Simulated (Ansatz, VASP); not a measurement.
# One calculation of In, two programs

```
CELL_PARAMETERS angstrom
3.36384 0.00000 0.00000
-1.68192 2.91317 0.00000
0.00000 0.00000 25.79971
ATOMIC_POSITIONS crystal
In 0.00000 0.00000 0.29070
In 0.33333 0.66667 0.39535
In 0.00000 0.00000 0.50000
In 0.66667 0.33333 0.60465
In 0.00000 0.00000 0.70930
```

Alike in both runs: task single point; functional PBE; k mesh 9 × 9 × 1; occupations fermi-dirac, width 0.05 eV; no spin polarisation.

```csv
,VASP,Ansatz
version,VASP 6.6.1,Ansatz 0.2.0
potentials or method,"VASP PAW PBE potentials, release 64 (In_d)",Ansatz PAW
plane-wave cutoff (eV),520,420
valence electrons in the cell,65,65
```

```csv
,VASP,Ansatz,Ansatz less VASP
gap on the k mesh at the Fermi level (eV),none,none,-
rms of the force components (eV/Å),0.053,0.053,-0.0003
"work function, face that differs most (eV)",3.68,3.81,+0.125
```

Atom by atom the forces differ by 0.001 eV/Å (rms over components). A gap of «none» marks a metal or a gap that the smearing closes. With one functional, cell and mesh, what is left measures potentials, basis and numerics.
